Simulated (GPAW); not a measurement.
The system is SnSe2.

```
Sn Se
1.0
     3.81100    0.00000    0.00000
    -1.90550    3.30042    0.00000
     0.00000    0.00000    6.13600
Sn Se
1 2
Direct
  0.00000 0.00000 0.00000
  0.66667 0.33333 0.75100
  0.33333 0.66667 0.24900
```

* Program: GPAW 26.7.0
* Task: relaxation of cell and atoms
* Functional: SOGGA
* Potentials or basis: PAW data sets generated in the run's folder for this functional
* Cutoff: 600 eV
* Basis: pw
* k mesh: 6 × 6 × 3
* Occupations: fermi-dirac, width 0.05 eV
* Spin: no spin polarisation

At the start: pressure 2.2 GPa; volume 25.73 Å³/atom.

Question: Where does the relaxation end?

Answer: Over 6 steps the energy falls by 9.8 meV/atom and the volume is 26.11 Å³/atom (+1.5 %); space group P-3m1 (No. 164, to 0.05 Å).

Step by step:
```tsv
step	energy change (eV)	largest force (eV/Å)	pressure (GPa)	volume (Å³)
1	0.0000	0.5412	2.25	77.18
2	-0.0128	0.4033	1.56	77.58
3	-0.0284	0.0366	-0.19	78.64
4	-0.0286	0.0199	-0.24	78.64
5	-0.0291	0.0153	-0.26	78.52
6	-0.0293	0.0208	-0.15	78.33
```

Final structure:
```cif
data_structure
_symmetry_space_group_name_H-M 'P 1'
_symmetry_Int_Tables_number 1
_cell_length_a 3.8163
_cell_length_b 3.8163
_cell_length_c 6.2106
_cell_angle_alpha 90.000
_cell_angle_beta 90.000
_cell_angle_gamma 120.000
_cell_volume 78.33
loop_
_atom_site_label
_atom_site_type_symbol
_atom_site_fract_x
_atom_site_fract_y
_atom_site_fract_z
_atom_site_occupancy
Sn1 Sn 0.00000 0.00000 0.00000 1
Se1 Se 0.66667 0.33333 0.74513 1
Se2 Se 0.33333 0.66667 0.25487 1
```

Caveat: later steps reuse the first step's grids.
